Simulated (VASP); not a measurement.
# GePt (Pm-3m) in VASP: relaxation of cell and atoms with PBE

Aim: the relaxation of cell and atoms of GePt with PBE.

Everything below comes from runs of VASP 6.6.1. Logs are shortened: lines on timing, memory, paths and dates and some standing lists are left out, and cuts for length are marked.

## Step 1: The structure

The structure is cubic, space group Pm-3m (No. 221). The conventional cell has a = 3.071 Å, b = 3.071 Å, c = 3.071 Å, α = 90.00°, β = 90.00°, γ = 90.00°. Around Ge (site symmetry m-3m) lie 8 Pt at 2.66 Å. Pt (site symmetry m-3m) is surrounded by 8 Ge at 2.66 Å.

The cell was built by a generator and needn't be a form met in nature.

## Step 2: Relaxation of cell and atoms, PBE

INCAR reads:

```
SYSTEM = GePt
  PREC = Normal
  ENCUT = 520
  EDIFF = 1E-4
  ISMEAR = 0
  SIGMA = 0.15
  LREAL = .FALSE.
  LASPH = .TRUE.
  NELM = 60
  ALGO = Fast
  ISIF = 3
  LWAVE = .FALSE.
  LCHARG = .FALSE.
  GGA = PE
  IBRION = 2
  NSW = 24
  EDIFFG = -0.08
```

KPOINTS reads:

```
regular mesh
0
G
  7 7 7
  0 0 0
```

POSCAR reads:

```
GePt
1.0
    3.0710496100      0.0000000000      0.0000000000
    0.0000000000      3.0710496100      0.0000000000
    0.0000000000      0.0000000000      3.0710496100
Ge Pt
1 1
Direct
    0.5000000000      0.5000000000      0.5000000000
    0.0000000000      0.0000000000      0.0000000000
```

Potentials or basis: VASP PAW PBE potentials, release 64 (Ge_d, Pt).

Run with:

```sh
$ cat potpaw_PBE.64/Ge_d/POTCAR potpaw_PBE.64/Pt/POTCAR > POTCAR
$ mpirun -np 1 vasp_std > vasp.out
```

OUTCAR:

```text
SYSTEM = GePt
   PREC = Normal
   ENCUT = 520
   EDIFF = 1E-4
   ISMEAR = 0
   LREAL = .FALSE.
   LASPH = .TRUE.
   NELM = 60
   ISIF = 3
   GGA = PE
   IBRION = 2
   NSW = 24
   EDIFFG = -0.08

 ion  position               nearest neighbor table
   1  0.500  0.500  0.500-   2 2.66   2 2.66   2 2.66   2 2.66   2 2.66   2 2.66   2 2.66   2 2.66

   2  0.000  0.000  0.000-   1 2.66   1 2.66   1 2.66   1 2.66   1 2.66   1 2.66   1 2.66   1 2.66

  LATTYP: Found a simple cubic cell.
 ALAT       =     3.0710496100

  Lattice vectors:

 A1 = (   3.0710496100,   0.0000000000,   0.0000000000)
 A2 = (   0.0000000000,   3.0710496100,   0.0000000000)
 A3 = (   0.0000000000,   0.0000000000,   3.0710496100)

Analysis of symmetry for initial positions (statically):
=====================================================================
 Subroutine PRICEL returns:
 Original cell was already a primitive cell.

 Routine SETGRP: Setting up the symmetry group for a
 simple cubic supercell.

 Subroutine GETGRP returns: Found 48 space group operations
 (whereof 48 operations were pure point group operations)
 out of a pool of 48 trial point group operations.

The static configuration has the point symmetry O_h .

Analysis of symmetry for dynamics (positions and initial velocities):
=====================================================================
 Subroutine PRICEL returns:
 Original cell was already a primitive cell.

 Routine SETGRP: Setting up the symmetry group for a
 simple cubic supercell.

 Subroutine GETGRP returns: Found 48 space group operations
 (whereof 48 operations were pure point group operations)
 out of a pool of 48 trial point group operations.

The dynamic configuration has the point symmetry O_h .

 Subroutine INISYM returns: Found 48 space group operations
 (whereof 48 operations are pure point group operations),
 and found     1 'primitive' translations

----------------------------------------------------------------------------------------

                                     Primitive cell

  volume of cell :      28.9641

  direct lattice vectors                    reciprocal lattice vectors
     3.071049610  0.000000000  0.000000000     0.325621571  0.000000000  0.000000000
     0.000000000  3.071049610  0.000000000     0.000000000  0.325621571  0.000000000
     0.000000000  0.000000000  3.071049610     0.000000000  0.000000000  0.325621571

  length of vectors
     3.071049610  3.071049610  3.071049610     0.325621571  0.325621571  0.325621571

  position of ions in fractional coordinates (direct lattice)
     0.500000000  0.500000000  0.500000000
     0.000000000  0.000000000  0.000000000

  ion indices of the primitive-cell ions
   primitive index   ion index
                 1           1
                 2           2

----------------------------------------------------------------------------------------

 KPOINTS: regular mesh

Automatic generation of k-mesh.
 Grid dimensions read from file:
 generate k-points for:    7    7    7

 Generating k-lattice:

  Cartesian coordinates                     Fractional coordinates (reciprocal lattice)
     0.046517367  0.000000000  0.000000000     0.142857143  0.000000000  0.000000000
     0.000000000  0.046517367  0.000000000     0.000000000  0.142857143  0.000000000
     0.000000000  0.000000000  0.046517367     0.000000000  0.000000000  0.142857143

  Length of vectors
     0.046517367  0.046517367  0.046517367

  Shift w.r.t. Gamma in fractional coordinates (k-lattice)
     0.000000000  0.000000000  0.000000000

 Subroutine IBZKPT returns following result:
 ===========================================

 Found     20 irreducible k-points:

 Following reciprocal coordinates:
            Coordinates               Weight
  0.000000  0.000000  0.000000      1.000000
  0.142857  0.000000  0.000000      6.000000
  0.285714  0.000000  0.000000      6.000000
  0.428571  0.000000  0.000000      6.000000
  0.142857  0.142857  0.000000     12.000000
  0.285714  0.142857  0.000000     24.000000
[... 12 lines left out ...]
  0.428571  0.428571  0.285714     24.000000
  0.428571  0.428571  0.428571      8.000000
   k-points           NKPTS =     20   k-points in BZ     NKDIM =     20   number of bands    NBANDS=     16
   number of dos      NEDOS =    301   number of ions     NIONS =      2
   total plane-waves  NPLWV =   5832
   dimension x,y,z NGX =    18 NGY =   18 NGZ =   18
   dimension x,y,z NGXF=    36 NGYF=   36 NGZF=   36
   ions per type =               1   1
   NGX,Y,Z   is equivalent  to a cutoff of   9.74,  9.74,  9.74 a.u.
   NGXF,Y,Z  is equivalent  to a cutoff of  19.49, 19.49, 19.49 a.u.
 SYSTEM =  GePt
   PREC   = normal    normal or accurate (medium, high low for compatibility)
   ISTART =      0    job   : 0-new  1-cont  2-samecut
   ICHARG =      2    charge: 1-file 2-atom 10-const
   ISPIN  =      1    spin polarized calculation?
   LNONCOLLINEAR =      F non collinear calculations
   LSORBIT =      F    spin-orbit coupling
   LASPH  =      T    aspherical Exc in radial PAW
   ENCUT  =  520.0 eV  38.22 Ry    6.18 a.u.   5.71  5.71  5.71*2*pi/ulx,y,z
   NELM   =     60;   NELMIN=  2; NELMDL= -5     # of ELM steps
   EDIFF  = 0.1E-03   stopping-criterion for ELM
   LREAL  =      F    real-space projection
   EDIFFG = -.8E-01   stopping-criterion for IOM
   NSW    =     24    number of steps for IOM
   IBRION =      2    ionic relax: 0-MD 1-quasi-New 2-CG
   NFREE  =      1    steps in history (QN), initial steepest desc. (CG)
   ISIF   =      3    stress and relaxation
   ISYM   =      2    0-nonsym 1-usesym 2-fastsym
   POTIM  = 0.5000    time-step for ionic-motion
   TEBEG  =    0.0;   TEEND  =   0.0 temperature during run
   PSTRESS=    0.0 pullay stress
   NELECT =      24.0000    total number of electrons
   NUPDOWN=      -1.0000    fix difference up-down
   EMIN   =  10.00;   EMAX   =-10.00  energy-range for DOS
   EFERMI =   0.00;   METHOD = LEGACY
   ISMEAR =     0;   SIGMA  =   0.15  broadening in eV -4-tet -1-fermi 0-gaus
   EFERMI_NEDOS =   21; number of points for ismear=-14 and -15
   IALGO  =     68    algorithm
   IMIX   =      4    mixing-type and parameters
     AMIX     =   0.40;   BMIX     =  1.00
     AMIX_MAG =   1.60;   BMIX_MAG =  1.00
  volume/ion in A,a.u.               =      14.48        97.73
  Fermi-wavevector in a.u.,A,eV,Ry     =   1.537653  2.905743 32.169309  2.364378
  Thomas-Fermi vector in A             =   2.644132
   LORBIT       =      0    0 simple, 1 ext, 2 COOP (PROOUT), +10 PAW based schemes
   GGA     = PE    functional components
   LHFCALC =     F    Hartree Fock is set to
   AEXX    =    0.0000 exact exchange contribution
   IVDW    =     0    specifies the selected vdW correction
   LEPSILON=     F    determine dielectric tensor
   LRPA    =     F    only Hartree local field effects (RPA)
 conjugate gradient relaxation of ions
 non-spin polarized calculation
 RMM-DIIS sequential band-by-band and
 Gauss-broadening in eV      SIGMA  =   0.15
  energy-cutoff  :      520.00
  volume of cell :       28.96
 maximum number of plane-waves:       791
   NGX = 11   NGY = 11   NGZ = 11

--------------------------------------- Ionic step        1  -------------------------------------------

 number of electron      23.9999965 magnetization

 Free energy of the ion-electron system (eV)
  ---------------------------------------------------
  ext. energy  EPLUGINS =         0.00000000
  ---------------------------------------------------
  free energy    TOTEN  =       -10.62763165 eV

  energy without entropy =      -10.61047348  energy(sigma->0) =      -10.61905257

 E-fermi :  11.5575     XC(G=0): -13.2058

 val. band max:       11.3109619727   @ k =   0.1429   0.0000   0.0000
 cond. band min:      11.6072387457   @ k =   0.4286   0.2857   0.2857
 fundamental gap:      0.2962767730
 Fermi energy:        11.5575242026

 k-point     1 :       0.0000    0.0000    0.0000
  band No.  band energies     occupation
      1     -13.8028      2.00000
      2     -13.8028      2.00000
      3     -13.7302      2.00000
      4     -13.7302      2.00000
      5     -13.7302      2.00000
      6      -2.6613      2.00000
[... 8 lines left out ...]
     15      16.9134      0.00000
     16      21.7356      0.00000
[... 525 lines left out ...]
 POSITION                                       TOTAL-FORCE (eV/Angst)
 -----------------------------------------------------------------------------------
      1.58416      1.58416      1.58416         0.000000     -0.000000      0.000000
      0.00000      0.00000      0.00000        -0.000000      0.000000      0.000000
 -----------------------------------------------------------------------------------
    total drift:                                0.000000     -0.000000      0.000000

  FREE ENERGIE OF THE ION-ELECTRON SYSTEM (eV)
  ---------------------------------------------------
  free  energy   TOTEN  =       -10.8502642023 eV

  energy  without entropy=      -10.8366593038  energy(sigma->0) =      -10.84346175

--------------------------------------- Ionic step        6  -------------------------------------------

 number of electron      24.0000082 magnetization

 Free energy of the ion-electron system (eV)
  ---------------------------------------------------
  ext. energy  EPLUGINS =         0.00000000
  ---------------------------------------------------
  free energy    TOTEN  =       -10.85970455 eV

  energy without entropy =      -10.84629864  energy(sigma->0) =      -10.85300159

 E-fermi :   9.6120     XC(G=0): -12.5664

 val. band max:        9.5316015608   @ k =   0.2857   0.2857   0.1429
 cond. band min:       9.6187940291   @ k =   0.4286   0.4286   0.4286
 fundamental gap:      0.0871924682
 Fermi energy:         9.6119859297

 k-point     1 :       0.0000    0.0000    0.0000
  band No.  band energies     occupation
      1     -15.4010      2.00000
      2     -15.4010      2.00000
      3     -15.3511      2.00000
      4     -15.3511      2.00000
      5     -15.3511      2.00000
      6      -3.2726      2.00000
[... 8 lines left out ...]
     15      13.9383      0.00000
     16      19.4763      0.00000
[... 381 lines left out ...]
 POSITION                                       TOTAL-FORCE (eV/Angst)
 -----------------------------------------------------------------------------------
      1.59319      1.59319      1.59319         0.000000     -0.000000      0.000000
      0.00000      0.00000      0.00000        -0.000000      0.000000      0.000000
 -----------------------------------------------------------------------------------
    total drift:                                0.000000     -0.000000      0.000000

  FREE ENERGIE OF THE ION-ELECTRON SYSTEM (eV)
  ---------------------------------------------------
  free  energy   TOTEN  =       -10.8597045466 eV

  energy  without entropy=      -10.8462986430  energy(sigma->0) =      -10.85300159

 reached required accuracy - stopping structural energy minimisation
```

Run time: 17 s. Hardware: 1 thread of Intel Xeon Platinum 8488C (Sapphire Rapids), shared host; peak memory 0.12 GiB.

Results:

```
Free energy                            : -10.8597 eV
Relaxed volume                         : 16.18 Å³/atom
Relaxed cell                           : a = 3.186 Å, b = 3.186 Å, c = 3.186 Å, α = 90.00°, β = 90.00°, γ = 90.00°
Space group after relaxing (to 0.05 Å) : Pm-3m (No. 221)
Energy gained by relaxing              : 116.0 meV/atom
Ionic steps                            : 6
Pressure after relaxing                : 0.4 GPa
Band gap on the k mesh                 : none (metal or under the smearing width)
```

The path:
```csv
step,energy change (eV),largest force (eV/Å),pressure (GPa),volume (Å³)
1,0.0000,0.0000,23.40,28.96
2,0.1161,0.0000,-16.46,38.77
3,-0.2332,0.0000,-1.75,32.90
4,-0.2335,0.0000,-1.28,32.58
5,-0.2226,0.0000,3.15,31.80
6,-0.2321,0.0000,0.40,32.35
```

Final structure:
```yaml
crystal:
  lattice:
    - [3.18639, 0.00000, 0.00000]
    - [0.00000, 3.18639, 0.00000]
    - [0.00000, 0.00000, 3.18639]
  atoms:
    - { symbol: Ge, position: [0.50000, 0.50000, 0.50000] }
    - { symbol: Pt, position: [0.00000, 0.00000, 0.00000] }
```

Caveat: the relaxation stopped at a loose force limit of 0.08 eV/Å, so its end isn't a converged minimum. Spin-orbit coupling is left out, which matters for the levels of Pt.
